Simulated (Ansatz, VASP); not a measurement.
## One calculation of TiC, two programs

```
Ti C
1.0
     0.00000    2.14125    2.14125
     2.14125    0.00000    2.14125
     2.14125    2.14125    0.00000
Ti C
1 1
Direct
  0.00000 0.00000 0.00000
  0.50000 0.50000 0.50000
```

Alike in both runs: functional PBEsol; k mesh 16 × 16 × 16; occupations gaussian, width 0.1 eV; no spin polarisation.

Ansatz relaxed the structure, and its values are those at the end. VASP's run is a single point on that final structure, the one shown.

|  | VASP | Ansatz |
| --- | --- | --- |
| version | VASP 6.6.1 | Ansatz 0.2.0 |
| potentials or method | VASP PAW PBE potentials, release 64 (Ti_sv, C) | scalar-relativistic, plane waves, PAW |
| plane-wave cutoff (eV) | 520 | 420 |
| valence electrons in the cell | 16 | 16 |

```tsv
	VASP	Ansatz	Ansatz less VASP
gap on the k mesh at the Fermi level (eV)	none	none	-
pressure (GPa)	2.3	2.0	-0.24
```

A gap of «none» marks a metal or a gap that the smearing closes. With one functional, cell and mesh, what is left measures potentials, basis and numerics.

Caveats: the PAW data sets were made with another functional, which shifts forces and pressure a little (VASP).
